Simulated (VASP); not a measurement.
Rh, 1 atom in the cell. The structure is cubic, space group Fm-3m (No. 225). The conventional cell has a = 3.796 Å, b = 3.796 Å, c = 3.796 Å, α = 90.00°, β = 90.00°, γ = 90.00°. Rh (site symmetry m-3m) is surrounded by 12 Rh at 2.68 Å. 

| Quantity | Value |
| --- | --- |
| Program | VASP 6.6.1 |
| Task | density of states |
| Functional | PBE |
| Dispersion | TS-HI |
| Potentials or basis | VASP PAW PBE potentials, release 64 (Rh_GW) |
| Cutoff | 550 eV |
| k mesh | 12 × 12 × 12 |
| Occupations | tetrahedron, width 0.05 eV |
| Spin | no spin polarisation |
| k mesh for the DOS | 18 × 18 × 18 |
| Further INCAR settings | ALGO = Fast; EDIFF = 1e-06 |

Potentials or basis: VASP PAW PBE potentials, release 64 (Rh_GW).

Run with:

```bash
$ cat potpaw_PBE.64/Rh_GW/POTCAR > POTCAR
$ cp INCAR.step1 INCAR
$ cp KPOINTS.step1 KPOINTS
$ mpirun -np 1 vasp_std > vasp.out
$ cp INCAR.step2 INCAR
$ cp KPOINTS.step2 KPOINTS
$ mpirun -np 1 vasp_std > vasp.out
```

Hardware: 1 thread of Intel(R) Xeon(R) Platinum 8488C (Sapphire Rapids), on a shared host.

Q: How long does it take, and how much memory?

A: Wall time 62 s on 1 thread of Intel(R) Xeon(R) Platinum 8488C (Sapphire Rapids), with other jobs on the host, peak memory 0.17 GiB. Counts: scf iterations 6, k points 195.
